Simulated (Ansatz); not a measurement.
Ag: course of a relaxation

Theory: Ansatz, DFT PBEsol, scalar-relativistic, plane waves, PAW. Settings: 420 eV cutoff, 20×20×20 k-mesh, Gaussian smearing of 0.10 eV, no spin polarisation.

What was changed: relaxed at 25 GPa.

Other phases may be more stable at this pressure.

Command:

```bash
ansatz run input.yaml --threads 1 --pin off --max-ram 2560MiB --backend cpu --events-out ev --progress --plain --runs-dir out
```

Input:

```yaml
crystal:
  lattice:
    - [-1.5321019199, 1.5321019199, 1.5321019199]
    - [1.5321019199, -1.5321019199, 1.5321019199]
    - [1.5321019199, 1.5321019199, -1.5321019199]
  atoms:
    - { symbol: Ag, position: [0.0, 0.0, 0.0] }
basis:
  ecutwfc: 420
kpoints:
  mp_grid: { grid: [20, 20, 20] }
hamiltonian:
  xc: pbesol
scf:
  occupations: { method: gaussian, width: 0.1 }
output:
  forces: true
  stress: true
  eigenvalues: true
relax:
  adjacent_minimum: "off"
  f_tol: 0.008
  max_steps: 50
  cell: { stress_tol: 0.08, p_target: 25.0 }
```

F is the free energy. Steps run on the plane waves of an earlier cell, but the last one, and at times one on the way, on a freshly chosen basis, so a repeated geometry can differ a little in energy. The relaxation lowers the enthalpy F + PV at the target pressure, so F itself can rise.

Steps:

```json
{"step": "1", "F − F(1) (eV)": "0.0000", "largest force component (eV/Å)": "0.000", "V (Å³/atom)": "14.385", "P (GPa)": "27.27"}
{"step": "2", "F − F(1) (eV)": "-0.0402", "largest force component (eV/Å)": "0.000", "V (Å³/atom)": "14.643", "P (GPa)": "22.95"}
{"step": "3", "F − F(1) (eV)": "-0.0218", "largest force component (eV/Å)": "0.000", "V (Å³/atom)": "14.520", "P (GPa)": "24.96"}
{"step": "4", "F − F(1) (eV)": "-0.0219", "largest force component (eV/Å)": "0.000", "V (Å³/atom)": "14.520", "P (GPa)": "24.96"}
```

Relaxed structure:

```yaml
crystal:
  lattice:
    - [-1.53686, 1.53686, 1.53686]
    - [1.53686, -1.53686, 1.53686]
    - [1.53686, 1.53686, -1.53686]
  atoms:
    - { symbol: Ag, position: [0.00000, 0.00000, 0.00000] }
```

The structure is cubic, space group Im-3m (No. 229). Conventional cell: a = 3.074 Å, b = 3.074 Å, c = 3.074 Å, α = 90.00°, β = 90.00°, γ = 90.00°. Around Ag (site symmetry m-3m) lie 8 Ag at 2.66 Å.

The run converged. It took 6.2 s on 1 thread of Intel(R) Xeon(R) 6975P-C (Granite Rapids) (shared host), peak memory 0.4 GiB.